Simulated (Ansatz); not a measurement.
Rows from a G0W0 calculation on HfS2/HfS2 (1T bilayer) (Ansatz 0.2.0; G0W0 on PBEsol, plane waves, PAW; PAW set soft_1; 6×6×1 mesh, 652 empty bands, screening to 75 eV, PAW set soft_1 files), in eV. Spin-orbit coupling is left out.

```tsv
row	Σx	Σc	Vxc	Z
A	-18.75	2.28	-15.99	0.72
B	-10.54	-3.69	-14.82	0.74
C	-18.70	1.80	-16.51	0.73
D	-18.15	2.26	-15.44	0.71
E	-10.38	-3.73	-14.70	0.74
F	-10.85	-4.51	-16.10	0.74
```

Question: Which rows are filled states and which are empty ones, and how can one tell?

Filled: A, C and D. Empty: B, E and F. The sign of Σc tells: for a filled state bare exchange, which holds its interaction with itself, lies below Vxc (Σx − Vxc is -2.2 eV or lower here) and screening gives part back as a positive Σc. For an empty state Σx lies above Vxc (+4.3 eV or more) and the Coulomb hole leaves Σc negative.

[Paths, hosts, dates, memory and timing lines, banners, echoed tables and standing remarks are left out of the program output.]

[Logs are printed without paths, hosts, clocks, repeated set-up lines and the standing remarks that a program may print on its own settings, such as how far it seeks lower states.]

[Runs of the session that timed out or met a known fault of the program may be left out.]

[Cells called generated may have been cut or substituted from an entry of the Crystallography Open Database or the Materials Project.]

[Hosts, paths, dates, database ids (printed as entryN), source tags and the programs' standing remarks are cut or masked in the printed files.]
